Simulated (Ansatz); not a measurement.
**ZnO**

Level of theory: DFT, PBEsol, scalar-relativistic, no spin polarisation; plane waves to 420 eV with PAW datasets (Ansatz 0.2.0), Γ-centred 12×12×6 mesh, 0.05 eV Gaussian smearing; PAW files: Ansatz's generated set soft_2.

```
Zn O
1.0
     3.23003    0.00000    0.00000
    -1.61501    2.79729    0.00000
     0.00000    0.00000    5.21437
Zn O
2 2
Direct
  0.33333 0.66667 0.00159
  0.66667 0.33333 0.50159
  0.33333 0.66667 0.38051
  0.66667 0.33333 0.88051
```

The chain of runs began from a measured cell (COD), expanded in volume.

The cell is relaxed to zero pressure at this level.

The cell has space group P6_3mc (read at 0.01 Å). In it the stress is -0.01, -0.01, 0.00, 0.00, 0.00, 0.00 GPa and the largest force component 0.000 eV/Å. Each change below starts from this cell, without further relaxation. Stress is in GPa, positive in compression, in the order xx, yy, zz, yz, xz, xy; energies are counted from the cell above.

One atom was moved along a Cartesian axis, and these forces appeared. Which atom, and about how far?
```
atom  Fx (eV/Å)      Fy      Fz
 Zn1      0.000   0.005   0.011
 Zn2      0.000   0.687   0.061
  O3      0.000  -0.768  -0.076
  O4      0.000   0.077   0.004
```

Atom 3 (O) is moved by 0.08 Å along y; the energy changes by 29.0 meV per cell.

A single strain component, atoms carried along, gave the stress 2.81, 0.98, 0.71, 0.00, 0.00, 0.00. Which component, and about how large?

An engineering strain of -1 % in xx; the energy changes by 4.1 meV per cell.

